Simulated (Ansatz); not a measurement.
# A series in volume per atom on SrO

All results are calculated (Ansatz 0.2.0). Periodic Kohn-Sham DFT of a crystal at fixed atoms; pressure and stress are positive in compression; the energy is the free energy less that of spherical unpolarised free atoms; site moments are those in the method's own spheres, positive along +z.

Cell of the first row (space group Fm-3m, No. 225):
```
cell vectors (Å)
   0.0000     2.5173     2.5173
   2.5173     0.0000     2.5173
   2.5173     2.5173     0.0000
atoms (fractions of the cell vectors)
Sr  0.00000  0.00000  0.00000
O   0.50000  0.50000  0.50000
```

Settings of every row: method all-electron LAPW; functional PBE; relativity scalar; k mesh 8x8x8; filling fermi-dirac; smearing width 0.02 eV; basis error target 0.25 meV/atom; nucleus gaussian.

Atom start moment: 0 on all atoms.

| row | volume per atom (Å³) | energy less free atoms (eV/atom) | pressure (GPa) |
| --- | --- | --- | --- |
| 1 | 15.952 | -5.9871 | 9.824 |
| 2 | 16.122 | -5.9968 | 8.513 |
| 3 | 16.292 | -6.0052 | 7.271 |
| 4 | 16.631 | -6.0181 | 4.98 |
| 5 | 16.801 | ? | ? |
| 6 | 16.971 | -6.0264 | 2.923 |
| 7 | 17.14 | -6.029 | 1.974 |
| 8 | 17.31 | -6.0306 | 1.074 |
| 9 | 17.649 | -6.0311 | -0.589 |
| 10 | 17.819 | -6.0301 | -1.356 |
| 11 | 17.989 | -6.0282 | -2.083 |

Question: what energy less free atoms and pressure should row 5 give?

Worked fit of energy less free atoms. Take u = (V_r/V)^(2/3) − 1 with V_r = 17.056 Å³ an atom, which is twice the finite (Eulerian) strain; such expansions in the strain, on which the Birch-Murnaghan equation of state is built, carry the rest volume and the bulk modulus. The shown rows have u = 0.04562, 0.03826, 0.03102, 0.01696, 0.00334, -0.00327, -0.00981, -0.02253, -0.02875, -0.03488. Least squares give energy less free atoms = −6.02784 + 0.3891 × u + 10.929 × u² + 2.6 × u³ eV/atom; a parabola predicts inner rows, each left out in turn, worse (root mean square 4.7e-05 against 2.8e-05 eV/atom). All shown rows lie on it to the printed digit. Its lowest point lies at u = -0.0179, or V = 17.52 Å³ an atom, and the curvature there gives the bulk modulus at fixed shape and fractions, B = (4/9)(1 + u)² E″(u)/V = 84.6 GPa. The withheld row has u = 0.01009, so the fit gives −6.02784 + 0.3891 × (0.01009) + 10.929 × (0.01009)² + 2.6 × (0.01009)³ = -6.0228 eV/atom.

The calculation gave -6.0228 eV/atom. The fit meets it to the printed digit.

Worked fit of pressure. Take u = (V_r/V)^(2/3) − 1 with V_r = 17.056 Å³ an atom, which is twice the finite (Eulerian) strain; such expansions in the strain, on which the Birch-Murnaghan equation of state is built, carry the rest volume and the bulk modulus. The shown rows have u = 0.04562, 0.03826, 0.03102, 0.01696, 0.00334, -0.00327, -0.00981, -0.02253, -0.02875, -0.03488. Least squares give pressure = 2.4388 + 143.128 × u + 396.99 × u² + 310 × u³ GPa; a parabola predicts inner rows, each left out in turn, worse (root mean square 0.0045 against 0.0019 GPa). The rows lie off it by 0.000, 0.000, 0.001, -0.002, 0.002, -0.001, 0.001, -0.001, -0.001, 0.001. The pressure vanishes at u = -0.0179, or V = 17.52 Å³ an atom, and there the bulk modulus at fixed shape and fractions is B = −V dP/dV = (2/3)(1 + u) dP/du = 84.6 GPa. The withheld row has u = 0.01009, so the fit gives 2.4388 + 143.128 × (0.01009) + 396.99 × (0.01009)² + 310 × (0.01009)³ = 3.924 GPa.

The calculation gave 3.924 GPa. The fit meets it to the printed digit.
